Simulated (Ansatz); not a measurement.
AlCo (Pm-3m), an elastic constant from a strain scan

All numbers below come from Ansatz 0.2.0, DFT PBEsol, scalar-relativistic, plane waves, PAW. Settings: plane waves to 420 eV, k-mesh 22×22×22 (Γ-centred), Gaussian smearing 0.15 eV. No spin polarisation. A magnetic state may lie lower. Energies are free energies at this smearing, counted from the undisturbed cell; pressure is positive in compression.

The starting cell (relaxed at this level; it needn't be the usual structure):

```yaml
crystal:
  lattice:
    - [2.82259, 0.00000, 0.00000]
    - [0.00000, 2.82259, 0.00000]
    - [0.00000, 0.00000, 2.82259]
  atoms:
    - { symbol: Al, position: [0.00000, 0.00000, 0.00000] }
    - { symbol: Co, position: [0.50000, 0.50000, 0.50000] }
```

The cell is strained by ε times the Voigt pattern (1, 1, 0, 0, 0, 0) (xx, yy, zz, yz, xz, xy; engineering shear) with fractional coordinates fixed. The cell holds 2 atoms in V0 = 22.49 Å³. The stress column is τ = (1/V0) dE/dε, got from the stress tensor σ (compression positive) at each point as −det(1 + εP) σ : P(1 + εP)⁻¹, with P the pattern as a tensor.

```csv
ε,ΔE (meV/atom),τ (GPa)
-0.0600,131.857,-67.632
-0.0450,71.312,-47.780
-0.0300,30.525,-30.053
-0.0150,7.382,-14.219
0.0000,0.000,-0.077
0.0150,6.695,12.552
0.0300,25.939,23.782
0.0450,56.313,33.717
0.0525,75.261,38.233
0.0600,?,?
```

Which combination of elastic constants does this scan measure, and how large is it?

For small ε, τ = τ0 + Kε with K = pᵀCp, which for this pattern is 2(C11 + C12) in the cubic axes. The parabola through τ at ε = -0.0150, 0 and 0.0150 has slope K = 892 GPa at zero. The energies per cell, E = NΔE, of the same two points give K = 2[E(ε₊)/ε₊ − E(ε₋)/ε₋]/[(ε₊ − ε₋)V0] = 892 GPa, in agreement.

Predict the withheld row at ε = 0.0600 from the harmonic law, and compare.

ΔE = V0(τ0 ε + Kε²/2)/N = 112.403 meV/atom and τ = 53.47 GPa. The calculation gives 96.513 meV/atom and 42.47 GPa: the energy lies 14 % below the harmonic value, as bonds soften when stretched.

In a metal these slopes depend on the k mesh and the smearing.

Cost: 10 runs of about 1.2 core-minutes in all, on Intel Xeon 6975P-C (Granite Rapids) (shared hosts).